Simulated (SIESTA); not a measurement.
# AlNi3 (Pm-3m) in SIESTA: further runs, part 2 of 2

SIESTA 5.4.2. Earlier steps stand in the parts before.

## Step 4: Single point, PBEsol, collinear spin, ferromagnetic start

AlNi3.fdf

```
SystemName                      AlNi3
SystemLabel                     AlNi3
NumberOfSpecies                 2
NumberOfAtoms                   4
%block ChemicalSpeciesLabel
  1  28 Ni
  2  13 Al
%endblock ChemicalSpeciesLabel

LatticeConstant                 1.0 Ang
%block LatticeVectors
     3.5230547267     0.0000000000     0.0000000000
     0.0000000000     3.5230547267     0.0000000000
     0.0000000000     0.0000000000     3.5230547267
%endblock LatticeVectors
AtomicCoordinatesFormat         Fractional
%block AtomicCoordinatesAndAtomicSpecies
     0.5000000000     0.5000000000     0.0000000000  1  Ni
     0.5000000000     0.0000000000     0.5000000000  1  Ni
     0.0000000000     0.5000000000     0.5000000000  1  Ni
     0.0000000000     0.0000000000     0.0000000000  2  Al
%endblock AtomicCoordinatesAndAtomicSpecies

%block kgrid.MonkhorstPack
    8   0   0  0.0
    0   8   0  0.0
    0   0   8  0.0
%endblock kgrid.MonkhorstPack
XC.Functional                   GGA
XC.Authors                      PBEsol
PAO.BasisSize                   DZP
PAO.EnergyShift                 0.003 Ry
Mesh.Cutoff                     800 Ry
Spin                            polarized
%block DM.InitSpin
    1   1.000
    2   1.000
    3   1.000
    4   0.000
%endblock DM.InitSpin
OccupationFunction              FD
ElectronicTemperature           0.05 eV
MaxSCFIterations                200
SCF.MustConverge                false
SCF.Mixer.Method                Pulay
SCF.Mixer.Weight                0.1
SCF.Mixer.History               10
SCF.DM.Tolerance                5.0e-05
SCF.H.Tolerance                 1.0e-03 eV
WriteForces                     true
Charge.Mulliken                 end
Charge.Hirshfeld                end
Charge.Voronoi                  end
SaveRho                         true
SaveElectrostaticPotential      true
%block PAO.Basis
  Ni 5
  n=3 0 2
    2.437 0.000
  n=4 0 2
    7.067 0.000
  n=3 1 2
    2.721 0.000
  n=4 1 1
    7.067
  n=3 2 2
    4.466 0.000
%endblock PAO.Basis
```

Potentials or basis: PseudoDojo 0.4 standard (PBEsol files), DZP (energy shift 0.003 Ry; two zetas on semicore shells).

Started as:

```bash
> siesta AlNi3.fdf > AlNi3.out 2>&1
```

AlNi3.out:

```text
Version         : 5.4.2

[... 6 lines left out ...]
 NOTE: Please see the manual for full details and compatibility measures.

reinit: Reading from file AlNi3.fdf

reinit: -----------------------------------------------------------------------
reinit: System Name: AlNi3
reinit: -----------------------------------------------------------------------
reinit: System Label: AlNi3
reinit: -----------------------------------------------------------------------

NOTE on units for spin output:
{S} is the spin magnetic moment, in units of the Bohr magneton,
assuming a g-factor for the electron spin of exactly 2.
The spin magnetic moment is then numerically equal to the charge inbalance,
in units of electrons, between the spin-up and -down channels.

initatom: Reading input for the pseudopotentials and atomic orbitals ----------
Species number:   1 Atomic number:   28 Label: Ni
Species number:   2 Atomic number:   13 Label: Al

Ground state valence configuration (from tables):   4s02  4p00  3d08  4f00
Ground state valence configuration (from tables):   3s02  3p01  3d00  4f00

[... 741 lines left out ...]
              0.016   0.016   0.174   0.155   0.155   0.885   0.885   0.973

              0.983   1.000  -0.110  -0.110  -0.110  -0.096  -0.102
   3  8.569   0.955   0.014  -0.271   0.171   0.990   0.990   0.990   0.016
              0.016   0.016   0.155   0.155   0.174   0.885   0.983   0.973

              0.885   1.000  -0.110  -0.096  -0.110  -0.110  -0.102

Species: Al
Atom  Qatom  Qorb
               3s      3s      3py     3pz     3px     3py     3pz     3px
               3Pdxy   3Pdyz   3Pdz2   3Pdxz   3Pdx2-y2
   4  2.471   0.790  -0.063   0.373   0.373   0.373   0.030   0.030   0.030
              0.109   0.109   0.104   0.109   0.104

mulliken: Qtot =       28.178

Mulliken Atomic Populations:
Atom #   charge [q] valence [e]      Sz [e]  Species
     1     0.629653   17.370347    0.232431  Ni
     2     0.629652   17.370348    0.232431  Ni
     3     0.629652   17.370348    0.232431  Ni
     4    -1.888957    4.888957   -0.053441  Al
 Total    -0.000000                0.643851

Hirshfeld Atomic Populations:
Atom #   charge [q] valence [e]      Sz [e]  Species
     1     0.026127   17.973873    0.221655  Ni
     2     0.026127   17.973873    0.221655  Ni
     3     0.026127   17.973873    0.221655  Ni
     4    -0.078383    3.078383   -0.021113  Al
 Total    -0.000003                0.643851

Voronoi Atomic Populations:
Atom #   charge [q] valence [e]      Sz [e]  Species
     1     0.012339   17.987661    0.223739  Ni
     2     0.012339   17.987661    0.223739  Ni
     3     0.012339   17.987661    0.223739  Ni
     4    -0.037018    3.037018   -0.027366  Al
 Total    -0.000003                0.643851

Job completed
```

Wall time 6.6 min (1 thread of Intel Xeon Platinum 8488C (Sapphire Rapids), shared host); peak memory 0.49 GiB.

What came out:

* Free energy: -13749.7130 eV
* Pressure: -2.0 GPa
* Band gap on the k mesh: none (metal or under the smearing width)
* Net moment: 0.64 μB per cell
* Site moments: Ni +0.23; Al -0.05 μB
* Hirshfeld charges: Ni +0.03; Al -0.08 e
* Voronoi charges: Ni +0.01; Al -0.04 e

Levels at points of the mesh, in eV from the Fermi level:
Spin up:
| k point | band 26 | band 27 | band 28 | band 29 | band 30 | band 31 | band 32 | band 33 |
| --- | --- | --- | --- | --- | --- | --- | --- | --- |
| (0.00, 0.00, 0.00) | -0.03 | -0.03 | -0.03 | 0.81 | 0.81 | 0.81 | 6.82 | 6.82 |
| (0.50, 0.00, 0.00) | -1.15 | -1.05 | -0.46 | -0.03 | 5.61 | 5.61 | 5.68 | 5.68 |
| (0.00, 0.50, 0.00) | -1.15 | -1.05 | -0.46 | -0.03 | 5.61 | 5.61 | 5.68 | 5.68 |
| (0.50, 0.50, 0.00) | -1.22 | -1.00 | -0.97 | -0.46 | 0.91 | 0.91 | 8.35 | 8.35 |
| (0.00, 0.00, 0.50) | -1.15 | -1.05 | -0.46 | -0.03 | 5.61 | 5.61 | 5.68 | 5.68 |
| (0.50, 0.00, 0.50) | -1.22 | -1.00 | -0.97 | -0.46 | 0.91 | 0.91 | 8.35 | 8.35 |
| (0.00, 0.50, 0.50) | -1.22 | -1.00 | -0.97 | -0.46 | 0.91 | 0.91 | 8.35 | 8.35 |
| (0.50, 0.50, 0.50) | -1.08 | -1.08 | -0.37 | -0.22 | -0.22 | -0.22 | 3.65 | 4.15 |
Spin down:
| k point | band 24 | band 25 | band 26 | band 27 | band 28 | band 29 | band 30 | band 31 | band 32 | band 33 |
| --- | --- | --- | --- | --- | --- | --- | --- | --- | --- | --- |
| (0.00, 0.00, 0.00) | -0.34 | 0.03 | 0.34 | 0.34 | 0.34 | 0.78 | 0.78 | 0.78 | 6.91 | 6.91 |
| (0.50, 0.00, 0.00) | -0.99 | -0.98 | -0.98 | -0.82 | -0.27 | 0.34 | 5.66 | 5.66 | 5.74 | 5.74 |
| (0.00, 0.50, 0.00) | -0.99 | -0.98 | -0.98 | -0.82 | -0.27 | 0.34 | 5.66 | 5.66 | 5.74 | 5.74 |
| (0.50, 0.50, 0.00) | -1.14 | -1.14 | -1.09 | -0.79 | -0.65 | -0.32 | 1.17 | 1.17 | 8.39 | 8.39 |
| (0.00, 0.00, 0.50) | -0.99 | -0.98 | -0.98 | -0.82 | -0.27 | 0.34 | 5.66 | 5.66 | 5.74 | 5.74 |
| (0.50, 0.00, 0.50) | -1.14 | -1.14 | -1.09 | -0.79 | -0.65 | -0.32 | 1.17 | 1.17 | 8.39 | 8.39 |
| (0.00, 0.50, 0.50) | -1.14 | -1.14 | -1.09 | -0.79 | -0.65 | -0.32 | 1.17 | 1.17 | 8.39 | 8.39 |
| (0.50, 0.50, 0.50) | -1.14 | -1.14 | -0.90 | -0.90 | -0.38 | 0.11 | 0.11 | 0.11 | 3.75 | 4.33 |

Caveat: Mulliken charges of long-ranged orbitals can have an unphysical sign; short orbitals over semicore shells can move pressures by several GPa; the basis of atomic orbitals isn't converged, which shifts pressures, moduli and gaps.

## Step 5: Single point, PBEsol, collinear spin, ferromagnetic start (atoms moved at random, drawn with an rms of 0.05 Å)

Changes to AlNi3.fdf since step 4:

```diff
@@ -17,6 +17,6 @@
 %block AtomicCoordinatesAndAtomicSpecies
-     0.5000000000     0.5000000000     0.0000000000  1  Ni
-     0.5000000000     0.0000000000     0.5000000000  1  Ni
-     0.0000000000     0.5000000000     0.5000000000  1  Ni
-     0.0000000000     0.0000000000     0.0000000000  2  Al
+     0.5026850000     0.4964100000     0.0135770000  1  Ni
+     0.5005900000     0.0062450000     0.4979510000  1  Ni
+    -0.0162060000     0.4975420000     0.5045350000  1  Ni
+    -0.0001420000    -0.0006570000    -0.0019820000  2  Al
 %endblock AtomicCoordinatesAndAtomicSpecies
@@ -51,6 +51,2 @@
 Charge.Mulliken                 end
-Charge.Hirshfeld                end
-Charge.Voronoi                  end
-SaveRho                         true
-SaveElectrostaticPotential      true
 %block PAO.Basis
```

Started as:

```bash
> siesta < AlNi3.fdf > AlNi3.out 2>&1
```

Wall time 6.5 min (1 thread of Intel Xeon Platinum 8488C (Sapphire Rapids), shared host); peak memory 0.49 GiB.

It converged, with:

| Item | Value |
| --- | --- |
| Free energy | -13749.6763 eV |
| Pressure | -1.3 GPa |
| Largest force | 0.660 eV/Å |
| Band gap on the k mesh | none (metal or under the smearing width) |
| Net moment | 0.64 μB per cell |
| Site moments | Ni +0.23; Al -0.05 μB |

Forces in eV/Å, atoms in the order of the input:
```
Ni  -0.400  0.227 -0.420
Ni  -0.331 -0.323  0.296
Ni   0.629  0.187  0.075
Al   0.101 -0.092  0.053
```

Stress tensor (GPa, compression positive):
```
-1.35  0.04  0.07
 0.04 -1.24 -0.12
 0.07 -0.12 -1.22
```

Levels at points of the mesh, in eV from the Fermi level:
Spin up:
```tsv
k point	band 27	band 28	band 29	band 30	band 31	band 32
(0.00, 0.00, 0.00)	-0.05	-0.04	0.81	0.83	0.84	6.79
(0.50, 0.00, 0.00)	-1.04	-0.47	-0.04	5.51	5.51	5.77
(0.00, 0.50, 0.00)	-1.04	-0.48	-0.04	5.55	5.56	5.70
(0.50, 0.50, 0.00)	-0.98	-0.97	-0.47	0.90	0.90	8.31
(0.00, 0.00, 0.50)	-1.03	-0.48	-0.04	5.56	5.56	5.71
(0.50, 0.00, 0.50)	-0.99	-0.97	-0.47	0.90	0.91	8.29
(0.00, 0.50, 0.50)	-0.97	-0.97	-0.46	0.90	0.90	8.32
(0.50, 0.50, 0.50)	-1.07	-0.38	-0.22	-0.22	-0.21	3.64
```
Spin down:
| k point | band 25 | band 26 | band 27 | band 28 | band 29 | band 30 | band 31 | band 32 |
| --- | --- | --- | --- | --- | --- | --- | --- | --- |
| (0.00, 0.00, 0.00) | 0.02 | 0.32 | 0.32 | 0.33 | 0.78 | 0.81 | 0.82 | 6.88 |
| (0.50, 0.00, 0.00) | -0.97 | -0.90 | -0.82 | -0.28 | 0.33 | 5.55 | 5.56 | 5.83 |
| (0.00, 0.50, 0.00) | -0.98 | -0.87 | -0.81 | -0.28 | 0.33 | 5.60 | 5.61 | 5.75 |
| (0.50, 0.50, 0.00) | -1.13 | -1.01 | -0.79 | -0.63 | -0.33 | 1.16 | 1.16 | 8.35 |
| (0.00, 0.00, 0.50) | -0.97 | -0.88 | -0.81 | -0.28 | 0.33 | 5.60 | 5.61 | 5.76 |
| (0.50, 0.00, 0.50) | -1.13 | -1.01 | -0.78 | -0.64 | -0.33 | 1.16 | 1.16 | 8.33 |
| (0.00, 0.50, 0.50) | -1.12 | -1.05 | -0.79 | -0.62 | -0.33 | 1.16 | 1.16 | 8.36 |
| (0.50, 0.50, 0.50) | -1.14 | -0.90 | -0.89 | -0.39 | 0.10 | 0.11 | 0.11 | 3.73 |

Caveat: short orbitals over semicore shells can move pressures by several GPa; the basis of atomic orbitals isn't converged, which shifts pressures, moduli and gaps.

## Step 6: Overview

```tsv
level	potentials or basis	cell	gap on the mesh (eV)	pressure (GPa)	moment (μB)	largest force (eV/Å)
PBE	PseudoDojo 0.4 standard (PBE files), DZP (energy shift 0.003 Ry; two zetas on semicore shells)	as given	none	5.7	0.69	-
PBE	PseudoDojo 0.4 standard (PBE files), DZP (energy shift 0.003 Ry; two zetas on semicore shells)	atoms moved at random, drawn with an rms of 0.05 Å	none	6.4	0.69	0.71
PBEsol	PseudoDojo 0.4 standard (PBEsol files), DZP (energy shift 0.003 Ry; two zetas on semicore shells)	as given	none	-2.0	0.64	-
PBEsol	PseudoDojo 0.4 standard (PBEsol files), DZP (energy shift 0.003 Ry; two zetas on semicore shells)	atoms moved at random, drawn with an rms of 0.05 Å	none	-1.3	0.64	0.66
```

Alike in all rows: task single point; spin collinear, ferromagnetic start; k mesh 8 × 8 × 8; smearing fermi-dirac 0.05 eV; grid cutoff 800 Ry; energy shift 0.003 Ry.

Caveats: short orbitals over semicore shells can move pressures by several GPa; the basis of atomic orbitals isn't converged, which shifts pressures, moduli and gaps.

Total energies depend on the potentials used, so only differences within one code and one set of settings carry meaning.
